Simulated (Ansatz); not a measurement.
Sn under changes of volume

One of the cells (27.353 Å³/atom); the others are scaled copies at fixed shape and fractional positions:

```
Sn
1.0
    -2.02919    2.02919    1.66076
     2.02919   -2.02919    1.66076
     2.02919    2.02919   -1.66076
Sn
1
Cartesian
  0.0000 0.0000 0.0000
```

This isn't the form of Sn at room conditions, which is tetragonal (white tin).

* Program: Ansatz 0.2.0
* Functional: HSE06
* Potentials or basis: Ansatz PAW
* Cutoff: 420 eV (not typed: the program's choice for these potentials)
* k mesh: 6 × 6 × 6
* Occupations: fermi-dirac, width 0.05 eV
* Spin: no spin polarisation

| volume (Å³/atom) | energy over the lowest point (meV/atom) | pressure (GPa) |
| --- | --- | --- |
| 25.712 | ? | ? |
| 26.259 | 6.29 | 2.2 |
| 26.806 | 1.05 | 0.9 |
| 27.353 | 0.00 | -0.2 |
| 27.901 | 2.58 | -1.2 |
| 28.448 | 7.92 | -1.9 |
| 28.995 | 15.38 | -2.6 |

Question: What does the run at 25.712 Å³/atom give?

Answer: Energy over the lowest point 16.23 meV/atom; pressure 3.6 GPa.

Worked out: A Birch-Murnaghan fit of order 3 (a polynomial in V^(-2/3)) to the other rows has its minimum at 27.21 Å³/atom with B0 = V·E''(V) = 54 GPa (rough, since the energies scatter) at fixed shape and positions, which overstates the stiffness. It gives 16.89 meV/atom at 25.712 Å³/atom, against the run's 16.23, and -dE/dV = 4.0 GPa, against 3.6.

Energies are extrapolated to zero smearing.

Caveats: all runs use coarse meshes; the PAW data sets come from PBE, with cores solved anew for the run's functional, which leaves a small shift of forces and pressure; the thresholds are loose for stress.
